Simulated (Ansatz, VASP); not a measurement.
Mo in VASP and in Ansatz

File INCAR:

```
SYSTEM = Mo
  PREC = Accurate
  ENCUT = 600
  EDIFF = 1E-6
  ISMEAR = 0
  SIGMA = 0.1
  LREAL = .False.
  LASPH = .True.
  NELM = 80
  ALGO = Normal
  ISIF = 3
  LWAVE = .False.
  LCHARG = .False.
  IBRION = 2
  NSW = 100
  EDIFFG = -0.002
```

The input KPOINTS:

```
regular mesh
0
Gamma
  16 16 16
  0 0 0
```

File POSCAR:

```
Mo
1.0
   -1.5561785687      1.5561785687      1.5561785687
    1.5561785687     -1.5561785687      1.5561785687
    1.5561785687      1.5561785687     -1.5561785687
Mo
1
Direct
    0.0000000000      0.0000000000      0.0000000000
```

Input for Ansatz:

```yaml
crystal:
  lattice:
    - [-1.5561785687, 1.5561785687, 1.5561785687]
    - [1.5561785687, -1.5561785687, 1.5561785687]
    - [1.5561785687, 1.5561785687, -1.5561785687]
  atoms:
    - { symbol: Mo, position: [0.0, 0.0, 0.0] }
basis:
  ecutwfc: 600.0
kpoints:
  mp_grid: { grid: [16, 16, 16] }
hamiltonian:
  xc: lda
  pseudopotentials: { kind: paw, azcp: { folder: soft_1 } }
scf:
  occupations: { method: gaussian, width: 0.1 }
output:
  forces: true
  stress: true
  eigenvalues: true
relax:
  adjacent_minimum: "off"
  f_tol: 0.002
  max_steps: 80
  cell: { stress_tol: 0.02 }
```

Alike in both runs: task relaxation of cell and atoms; functional LDA; k mesh 16 × 16 × 16; occupations gaussian, width 0.1 eV; no spin polarisation.

```csv
,VASP,Ansatz
version,VASP 6.6.1,Ansatz 0.2.0
potentials or method,"VASP PAW LDA potentials, release 64 (Mo_sv)","scalar-relativistic, plane waves, PAW"
plane-wave cutoff (eV),600,600
valence electrons in the cell,14,14
```

Ansatz gave:

- gap on the k mesh at the Fermi level, each at its own relaxed structure (eV): none
- relaxed volume (Å³/atom): 15.05
- relaxed cell length with the largest relative difference (Å): 2.694

Task: Estimate VASP's values.

Result: gap on the k mesh at the Fermi level, each at its own relaxed structure (eV): none; relaxed volume (Å³/atom): 15.11; relaxed cell length with the largest relative difference (Å): 2.698.

A gap of «none» marks a metal or a gap that the smearing closes. Ansatz warned: «pseudo_functional_mismatch».
